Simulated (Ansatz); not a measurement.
Band gaps on a Γ-centred 6×6×6 mesh, computed with PBE in Ansatz (plane waves, PAW datasets (generated hard set); cutoff 700 eV), no spin polarisation, no spin–orbit coupling.

Problem. Which crystal has a gap of 0.75 eV, indirect?
A. GaP (zinc blende, a = 5.510 Å)
B. PbSe (rock salt, a = 6.210 Å)
C. CaO (rock salt, a = 4.830 Å)
D. Si (diamond, a = 5.470 Å)
E. CeO2 (fluorite, a = 5.460 Å)
F. CsCl (CsCl, a = 4.200 Å)

Solution. D. Si 0.75 eV, indirect; PbSe 0.43 eV, direct; CeO2 2.03 eV, indirect; CaO 3.65 eV, indirect; CsCl 5.02 eV, direct; GaP 1.56 eV, direct.

A gap read on the mesh is an upper bound of this method's gap, since the mesh can miss a band edge. Spin–orbit coupling is left out; with heavy elements it can shift the gap and split levels by tenths of an eV. Semilocal functionals give gaps that mostly lie well below measured ones.
